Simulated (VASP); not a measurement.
Runs of VASP 6.6.1 on Bi. The structure is trigonal, space group R-3m (No. 166). The conventional cell has a = 4.535 Å, b = 4.535 Å, c = 11.814 Å, α = 90.00°, β = 90.00°, γ = 120.00°. Around Bi (site symmetry 3m) lie 6 Bi at 3.06 to 3.52 Å. 

```tsv
task	level	potentials or basis	cell	k mesh	cutoff (eV)	smearing	ladder	GW scheme	GW iterations	cutoff of the response function	frequency points	mesh quality	gap on the mesh (eV)	pressure (GPa)	relaxed volume (Å³/atom)	largest force (eV/Å)
single point	PBEsol	VASP PAW PBE potentials, release 54 (Bi_d)	as given	7 × 7 × 7	520	gaussian 0.02 eV	-	-	-	-	-	not flagged	0.26	-0.4	-	(b)
single point	PBE	VASP PAW PBE potentials, release 64 (Bi_d)	as given	7 × 7 × 7	520	gaussian 0.1 eV	-	-	-	-	-	not flagged	0.27	2.0	-	(c)
band structure	PBE	VASP PAW PBE potentials, release 64 (Bi_d)	as given	8 × 8 × 8	520	gaussian 0.02 eV	gaps	-	-	-	-	not flagged	-	2.1	-	0.19
relaxation of cell and atoms	PBEsol	VASP PAW PBE potentials, release 64 (Bi_d)	relaxed	6 × 6 × 6	600	gaussian 0.02 eV	gaps	-	-	-	-	not flagged	none	0.0	(a)	-
relaxation of cell and atoms	PBE+D3(BJ)	VASP PAW PBE potentials, release 64 (Bi_d)	relaxed	6 × 6 × 6	600	gaussian 0.02 eV	gaps	-	-	-	-	not flagged	none	0.0	34.81	0.01
```

Alike in all rows: no spin polarisation.

**Question.** Fill in the values left out.

**Answer.** (a) 34.67; (b) 0.13; (c) 0.21.

Caveats: spin-orbit coupling is left out, which moves the levels of the heavy elements (some runs); the PAW data sets were made with another functional, which shifts forces and pressure a little (some runs); spin-orbit coupling is left out, which as a rule narrows the gap of such compounds by several tenths of an eV (some runs); an odd mesh through Γ misses points on the zone boundary, where band edges often lie (some runs); pairwise dispersion overbinds metals, which lowers pressure and volume (some runs).

A k mesh can miss the band edges, and the runs leave out spin-orbit coupling on Bi.

A gap of «none» marks a metal or a gap under the smearing width.

Not every run made on this cell is shown here.
